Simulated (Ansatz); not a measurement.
ZrS₂, DFT, PBE, PAW with Ansatz's default frozen-core files, scalar-relativistic (Ansatz 0.2.0), run on 1 thread of Intel(R) Xeon(R) Platinum 8259CL CPU @ 2.50GHz (Skylake/Cascade Lake) on a shared host.

The cell is COD entry 5910006, as deposited and not checked against the literature; nothing was relaxed.

Command: `ansatz run input.yaml --threads 1 --pin off --max-ram 3072MiB --backend cpu --events-out ev --progress --plain --runs-dir out`

```yaml
crystal:
  lattice:
    - [3.6299990406, 0.0, 0.0]
    - [-1.8149995203, 3.1436713848, 0.0]
    - [0.0, 0.0, 5.85]
  atoms:
    - { symbol: Zr, position: [0.0, 0.0, 0.0] }
    - { symbol: S, position: [0.3333333333, 0.6666666667, 0.2492] }
    - { symbol: S, position: [0.6666666667, 0.3333333333, 0.7508] }
kpoints:
  mp_grid: { grid: [10, 10, 5] }
  band_path:
    path:
      - [0.0, 0.0, 0.0]
      - [0.5, 0.0, 0.0]
      - [0.3333333333, 0.3333333333, 0.0]
      - [0.0, 0.0, 0.0]
      - [0.0, 0.0, 0.5]
      - [0.5, 0.0, 0.5]
      - [0.3333333333, 0.3333333333, 0.5]
      - [0.0, 0.0, 0.5]
      - [0.5, 0.0, 0.5]
    npoints: 14
scf:
  occupations: { method: fermi_dirac, width: 0.01 }
hamiltonian:
  xc: pbe
  pseudopotentials: { kind: paw }
output:
  forces: true
  stress: true
  eigenvalues: true
  efg: { contact_densities: true }
  populations: true
  bader: true
  dos: { projected: true, de: 0.2, e_range: [-14, 8] }
  write_density: true
  write_potential: true
  elf: true
  volumetric_format: npy
```

Task: How large is the problem that the program sets up?

Result: 58 irreducible k-points, 1303 plane waves at Γ, 16 bands.

Task: Estimate the wall time.

Result: 46 s of wall time for 6 SCF iterations. Times on shared machines scatter by tens of per cent.

Task: And the same cell and mesh by LAPW (all electrons), asked for forces, stress, eigenvalues, fatbands, populations, dos and the same band path, on the same hardware?

Result: 60 s.

Task: And the same cell and mesh by all-electron PAW (datasets made for this crystal), asked for forces, stress, eigenvalues, efg and the same band path, on the same hardware?

Result: 22 s.
